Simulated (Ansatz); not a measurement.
## Compressing MgO: a fit and a missing row

MgO, P6_3/mmc, a = 3.521 Å, c = 4.238 Å. This isn't the usual stable structure of the compound. Ansatz: PBE, PAW, 420 eV, Γ-centred 9×9×6 mesh on 4 atoms, Gaussian smearing 0.02 eV; no spin polarisation. Shape and atoms are relaxed at each volume; pressure is positive in compression.

```tsv
V (Å³/atom)	P (GPa)
10.008	?
10.349	14.20
10.691	8.72
11.032	4.04
11.373	0.01
11.714	-3.45
12.055	-6.41
12.510	-9.72
```

Q: Take V0 = 11.373 Å³/atom, count pressures from its P0 = 0.01 GPa, fit the third-order Birch–Murnaghan form to the other rows, and predict the missing pressure.

A: With the Eulerian strain f = ½[(V0/V)^(2/3) − 1] and y = (P − P0)/[3f(1 + 2f)^(5/2)], the form is the line y = B0 + 1.5 B0 (B0′ − 4) f. Rows (f, y): 0.03246, 124.5; 0.02104, 124.5; 0.01025, 124.6; -0.00975, 124.3; -0.01904, 123.9; -0.03077, 123.5. Means f = 0.0006983, y = 124.22; Σ(Δf)² = 0.003003, ΣΔfΔy = 0.04636; the slope is their ratio. y = 124.2 + 15.44 f GPa, so B0 = 124.2 GPa and B0′ = 4 + 2 × (15.44)/(3 × 124.2) = 4.08. At V = 10.008, f = 0.04449, y = 124.89 and P = 20.64 GPa. The run gave 20.60 GPa, so the fit is 0.04 GPa too high, a small miss on the scale of the series.